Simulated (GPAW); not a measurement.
Runs of GPAW 26.7.0 on ZnS (Wurtzite-2H). Symmetry: P6_3mc, No. 186, hexagonal system. The conventional cell has a = 3.886 Å, b = 3.886 Å, c = 6.356 Å, α = 90.00°, β = 90.00°, γ = 120.00°. Around Zn (site symmetry 3m) lie 4 S at 2.36 to 2.45 Å. S (site symmetry 3m) is surrounded by 4 Zn at 2.36 to 2.45 Å. 

| level | potentials or basis | cell | response k mesh | coarser k mesh | gap on the mesh (eV) |
| --- | --- | --- | --- | --- | --- |
| PBE | GPAW PAW data sets (gpaw-data 1.2.1), pw | P6_3mc, 20.78 Å³/atom | 14 × 14 × 8 | 14 × 14 × 8 | 1.97 |
| PBE | GPAW PAW data sets (gpaw-data 1.2.1), pw | P6_3mc, 19.6 Å³/atom | 14 × 14 × 8 | 14 × 14 × 8 | 2.24 |
| PBE | GPAW PAW data sets (gpaw-data 1.2.1), pw | P6_3mc, 18.82 Å³/atom | 14 × 14 × 8 | 14 × 14 × 8 | 2.44 |
| PBE | GPAW PAW data sets (gpaw-data 1.2.1), pw | P6_3mc, 19.21 Å³/atom | 14 × 14 × 8 | 14 × 14 × 8 | (b) |
| LDA | the program's PAW data sets (release 1.2.1) made for this functional, pw | P6_3mc, 20.19 Å³/atom | 10 × 10 × 6 | 10 × 10 × 6 | (a) |

Alike in all rows: task dielectric tensor; no spin polarisation; k mesh 7 × 7 × 4; cutoff (eV) 400; smearing fermi-dirac 0.001 eV.

Task: Fill in the values left out.

Result: (a) 1.83; (b) 2.34.

Caveats: the long-wavelength limit can be off by several per cent where d states take part.

A k mesh can miss the band edges.
